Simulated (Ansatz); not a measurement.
# BeS: the cost of one run

Method: DFT PBE, scalar-relativistic, plane waves, PAW, in Ansatz 0.2.0.

## (1) Starting point

Symmetry: P4mm, No. 99, tetragonal system. Conventional cell: a = 4.033 Å, b = 4.033 Å, c = 5.883 Å, α = 90.00°, β = 90.00°, γ = 90.00°. Around Be (site symmetry 4mm) lie 1 S at 1.81 Å and 4 Be at 2.04 Å. Be (site symmetry 2mm) is surrounded by 2 Be at 2.04 Å. S (site symmetry 4mm) has 1 Be at 1.81 Å as nearest neighbours. S (site symmetry 2mm) has 2 S at 2.16 Å as nearest neighbours.

As a file:

```
Be S
1.0
     4.03325    0.00000    0.00000
     0.00000    4.03325    0.00000
     0.00000    0.00000    5.88343
Be S
3 3
Direct
  0.00000 0.00000 0.17859
  0.50000 0.00000 0.12670
  0.00000 0.50000 0.12670
  0.00000 0.00000 0.48638
  0.50000 0.00000 0.61553
  0.00000 0.50000 0.61553
```

A structure generator made this guess: random cell by space group and Wyckoff sites (P4mm, No. 99). Lengths come from tabulated atomic sizes and are only a guess.

## (2) The guess as it stands, on a coarse mesh

Contents of input.yaml:

```yaml
crystal:
  lattice:
    - [4.0332484, 0.0, 0.0]
    - [0.0, 4.0332484, 0.0]
    - [0.0, 0.0, 5.88342876]
  atoms:
    - { symbol: Be, position: [0.0, 0.0, 0.17858845] }
    - { symbol: Be, position: [0.5, 0.0, 0.12670247] }
    - { symbol: Be, position: [0.0, 0.5, 0.12670247] }
    - { symbol: S, position: [0.0, 0.0, 0.48638201] }
    - { symbol: S, position: [0.5, 0.0, 0.61552936] }
    - { symbol: S, position: [0.0, 0.5, 0.61552936] }
basis:
  ecutwfc: 420
kpoints:
  mp_grid: { grid: [4, 4, 4] }
hamiltonian:
  xc: pbe
scf:
  occupations: { method: gaussian, width: 0.1 }
  lower_state_search: "off"
output:
  forces: true
  stress: true
  eigenvalues: true
```

Command:

```bash
$ ansatz run input.yaml --threads 1 --pin off --max-ram 2560MiB --backend cpu --events-out ev --progress --plain --runs-dir out
```

Q: Estimate wall time and peak memory on 1 thread of Intel Xeon Platinum 8488C (Sapphire Rapids), shared host.

About 2.4 s, with a peak of 0.35 GiB.
